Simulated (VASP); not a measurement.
Here is a VASP 6.6.1 calculation.

The input INCAR:

```
SYSTEM = GaN
PREC = Accurate ; ENCUT = 520
EDIFF = 1E-6 ; ISMEAR = 0
SIGMA = 0.03 ; LREAL = .FALSE.
LASPH = .TRUE. ; NELM = 80
ALGO = Fast ; ISIF = 2
LWAVE = .FALSE. ; LCHARG = .FALSE.
GGA = PS ; NBANDS = 26
ICORELEVEL = 1
```

File KPOINTS:

```
Automatic mesh
0
G
  12 12 5
  0 0 0
```

The input POSCAR:

```
GaN                                     
1.0
    3.1802303021      0.0000000000     -0.0000000000
   -1.5901151510      2.7541602275      0.0000000000
    0.0000000000      0.0000000000      5.1832172871
  Ga              N             
     2     2
Direct
     0.3333333300000021    0.6666666699999979    0.9992402474439652
     0.6666666699999979    0.3333333300000021    0.4992402474439652
     0.3333333300000021    0.6666666699999979    0.3757597525560348
     0.6666666699999979    0.3333333300000021    0.8757597525560348
```

KPOINTS_OPT

```
explicit points
96
Reciprocal
 0.0000000000  0.0000000000  0.0000000000 1
 0.0555555556  0.0000000000  0.0000000000 1
 0.1111111111  0.0000000000  0.0000000000 1
 0.1666666667  0.0000000000  0.0000000000 1
 0.2222222222  0.0000000000  0.0000000000 1
 0.2777777778  0.0000000000  0.0000000000 1
 0.3333333333  0.0000000000  0.0000000000 1
 0.3888888889  0.0000000000  0.0000000000 1
 0.4444444444  0.0000000000  0.0000000000 1
 0.5000000000  0.0000000000  0.0000000000 1
 0.5000000000  0.0000000000  0.0000000000 1
 0.4814814815  0.0370370370  0.0000000000 1
 0.4629629630  0.0740740741  0.0000000000 1
 0.4444444444  0.1111111111  0.0000000000 1
 0.4259259259  0.1481481481  0.0000000000 1
 0.4074074074  0.1851851852  0.0000000000 1
 0.3888888889  0.2222222222  0.0000000000 1
 0.3703703703  0.2592592592  0.0000000000 1
 0.3518518518  0.2962962963  0.0000000000 1
 0.3333333333  0.3333333333  0.0000000000 1
 0.3333333333  0.3333333333  0.0000000000 1
 0.2962962963  0.2962962963  0.0000000000 1
 0.2592592592  0.2592592592  0.0000000000 1
 0.2222222222  0.2222222222  0.0000000000 1
 0.1851851852  0.1851851852  0.0000000000 1
 0.1481481481  0.1481481481  0.0000000000 1
 0.1111111111  0.1111111111  0.0000000000 1
 0.0740740741  0.0740740741  0.0000000000 1
 0.0370370370  0.0370370370  0.0000000000 1
 0.0000000000  0.0000000000  0.0000000000 1
 0.0000000000  0.0000000000  0.0000000000 1
 0.0000000000  0.0000000000  0.0555555556 1
 0.0000000000  0.0000000000  0.1111111111 1
 0.0000000000  0.0000000000  0.1666666667 1
 0.0000000000  0.0000000000  0.2222222222 1
 0.0000000000  0.0000000000  0.2777777778 1
 0.0000000000  0.0000000000  0.3333333333 1
 0.0000000000  0.0000000000  0.3888888889 1
 0.0000000000  0.0000000000  0.4444444444 1
 0.0000000000  0.0000000000  0.5000000000 1
 0.0000000000  0.0000000000  0.5000000000 1
 0.0555555556  0.0000000000  0.5000000000 1
 0.1111111111  0.0000000000  0.5000000000 1
 0.1666666667  0.0000000000  0.5000000000 1
 0.2222222222  0.0000000000  0.5000000000 1
 0.2777777778  0.0000000000  0.5000000000 1
 0.3333333333  0.0000000000  0.5000000000 1
 0.3888888889  0.0000000000  0.5000000000 1
 0.4444444444  0.0000000000  0.5000000000 1
 0.5000000000  0.0000000000  0.5000000000 1
 0.5000000000  0.0000000000  0.5000000000 1
 0.4814814815  0.0370370370  0.5000000000 1
 0.4629629630  0.0740740741  0.5000000000 1
 0.4444444444  0.1111111111  0.5000000000 1
 0.4259259259  0.1481481481  0.5000000000 1
 0.4074074074  0.1851851852  0.5000000000 1
 0.3888888889  0.2222222222  0.5000000000 1
 0.3703703703  0.2592592592  0.5000000000 1
 0.3518518518  0.2962962963  0.5000000000 1
 0.3333333333  0.3333333333  0.5000000000 1
 0.3333333333  0.3333333333  0.5000000000 1
 0.2962962963  0.2962962963  0.5000000000 1
 0.2592592592  0.2592592592  0.5000000000 1
 0.2222222222  0.2222222222  0.5000000000 1
 0.1851851852  0.1851851852  0.5000000000 1
 0.1481481481  0.1481481481  0.5000000000 1
 0.1111111111  0.1111111111  0.5000000000 1
 0.0740740741  0.0740740741  0.5000000000 1
 0.0370370370  0.0370370370  0.5000000000 1
 0.0000000000  0.0000000000  0.5000000000 1
 0.5000000000  0.0000000000  0.5000000000 1
 0.5000000000  0.0000000000  0.4444444444 1
 0.5000000000  0.0000000000  0.3888888889 1
 0.5000000000  0.0000000000  0.3333333333 1
 0.5000000000  0.0000000000  0.2777777778 1
 0.5000000000  0.0000000000  0.2222222222 1
 0.5000000000  0.0000000000  0.1666666667 1
 0.5000000000  0.0000000000  0.1111111111 1
 0.5000000000  0.0000000000  0.0555555556 1
 0.5000000000  0.0000000000  0.0000000000 1
 0.3333333333  0.3333333333  0.0000000000 1
 0.3333333333  0.3333333333  0.0555555556 1
 0.3333333333  0.3333333333  0.1111111111 1
 0.3333333333  0.3333333333  0.1666666667 1
 0.3333333333  0.3333333333  0.2222222222 1
 0.3333333333  0.3333333333  0.2777777778 1
 0.3333333333  0.3333333333  0.3333333333 1
 0.3333333333  0.3333333333  0.3888888889 1
 0.3333333333  0.3333333333  0.4444444444 1
 0.3333333333  0.3333333333  0.5000000000 1
 0.0000000000  0.0000000000  0.0000000000 1
 0.0000000000  0.0000000000  0.5000000000 1
 0.3333333333  0.3333333333  0.5000000000 1
 0.3333333333  0.3333333333  0.0000000000 1
 0.5000000000  0.0000000000  0.5000000000 1
 0.5000000000  0.0000000000  0.0000000000 1
```

Potentials or basis: VASP PAW PBE potentials, release 64 (Ga_d, N).

The run is started by

```sh
$ cat potpaw_PBE.64/Ga_d/POTCAR potpaw_PBE.64/N/POTCAR > POTCAR
$ mpirun -np 1 vasp_std > vasp.out
```

Task: What does it give for the band gap along the path?

Result: 1.91 eV, direct.

Task: What does it give for the band gap on the k mesh?

Result: 1.91 eV, direct.

Task: Estimate the pressure.

Result: 0.1 GPa.

Core levels (eV, on the scale of the bands):
```csv
atom,levels
1 Ga,"1s -10217.1, 2s -1250.5, 2p -1087.0, 3s -136.7, 3p -87.5"
2 Ga,"1s -10217.1, 2s -1250.5, 2p -1087.0, 3s -136.7, 3p -87.5"
3 N,1s -370.3
4 N,1s -370.3
```

Caveat: the PAW data sets were made with another functional, which shifts forces and pressure a little.

**Experimental background.**

“Studying electronic properties in GaN without electrical contacts using γ-γ vs e−-γ Perturbed Angular Correlations”, 2019, pmc:6823545 quotes, for a bulk crystal of GaN: band gap 3.503 ± 0.005 eV (direct).

Measured gap of GaN: 3.503 eV (direct; quoted in “Studying electronic properties in GaN without electrical contacts using γ-γ vs e−-γ Perturbed Angular Correlations”, 2019, pmc:6823545). This calculation gives 1.91 eV (-1.60 eV). Spin-orbit coupling on Ga is left out. The value is that of PBEsol, without temperature or zero-point motion. Semilocal functionals fall short of measured gaps as a rule.
